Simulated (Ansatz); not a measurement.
**KI: what the electron mass says about interband coupling**

Level of theory: Ansatz 0.2.0, DFT r2SCAN, scalar-relativistic, plane waves, PAW.

Settings: cutoff 500 eV, Γ-centred mesh 6×6×6 on the computed 2-atom cell, Gaussian smearing of 0.02 eV; no spin polarisation.

Relaxed cell: Fm-3m, a = 7.092 Å, b = 7.092 Å, c = 7.092 Å, α = 90.00°, β = 90.00°, γ = 90.00°, 2 atoms in the primitive cell.

The direct gap at Γ is 4.582 eV, and at Γ the conduction band has a mass of 0.3387 mₑ and the lightest hole 0.5051 mₑ, both along x.

Q: Use two-band k·p theory to get the Kane energy. As an exercise, what mass follows if the true gap is 1.5 times the computed one (semilocal functionals can miss by more, threefold or worse in zinc and cadmium oxides)?

A: Coupling to the valence top alone gives mₑ/m* = 1 + E_P/E_g, so E_P = E_g (mₑ/m* − 1) = 4.582 × (2.95 − 1) = 8.9 eV. The light hole is the mirror band, mₑ/mₗₕ = E_P/E_g − 1, and gives 13.7 eV; the spread shows what other bands add. Fits to experiment give about 15 to 31 eV for common tetrahedral semiconductors; the figure from the electron is a net one, lowered by higher conduction bands, and semilocal functionals tend to give less. With E_P fixed and E_g = 6.87 eV the mass becomes 0.434 mₑ: in this model the mass grows with the gap, in proportion where E_P ≫ E_g, which is why functionals that close gaps give light electrons. A correction that opens the gap also strengthens the coupling, so the true mass usually rises less. Remote bands and spin-orbit splitting are left out of the model.

Spin-orbit coupling is left out, which matters for the bands of heavy elements.

Cost: 3 runs of about 0.56 core-minutes in all, on Arm Neoverse V1 (shared hosts).